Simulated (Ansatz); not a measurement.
# MoS2 in Ansatz: the effect of strain

The system is MoS2.

```
Mo S
1.0
     3.22746    0.00000    0.00000
    -1.61373    2.79507    0.00000
     0.00000    0.00000    6.05997
Mo S
1 2
Cartesian
  0.0000 0.0000 3.0300
  1.6137 0.9317 4.5127
  0.0000 1.8634 1.5472
```

Measurements of this composition are mostly on another form, of space group No. 194.

Alike in all runs:

| Item | Value |
| --- | --- |
| Program | Ansatz 0.2.0 |
| Task | band structure |
| Functional | PBEsol |
| Potentials or basis | Ansatz PAW |
| Cutoff | 420 eV (not typed: the program's choice for these potentials) |
| k mesh | 8 × 8 × 4 |
| Occupations | fermi-dirac, width 0.05 eV |
| Spin | no spin polarisation |
| Kind of strain | uniaxial |
| Path | [["G", "M", "K", "G", "A", "L", "H", "A"], ["L", "M"], ["K", "H"]] |
| Points for each segment of the path | 14 |

```csv
strain,pressure (GPa),largest force (eV/Å)
-0.04,2.6,0.98
-0.02,-0.5,0.48
-0.01,?,?
0,-3.4,0.01
0.01,-4.7,0.22
0.02,-6.0,0.44
0.04,-8.3,0.87
```

Problem. What does the run with strain -0.01 give?

Solution. Pressure -2.0 GPa; largest force 0.24 eV/Å.

Worked out: A parabola through the other rows of the pressure, of slope -143 GPa per unit of strain there, gives -2.0 GPa, against the run's -2.0. The largest force follows no smooth curve through the other rows.

Caveats: this functional lacks dispersion, which binds the layers, so the pressure and a relaxed spacing across them are unreliable; the PAW data sets come from PBE, with cores solved anew for the run's functional, which leaves a small shift of forces and pressure.
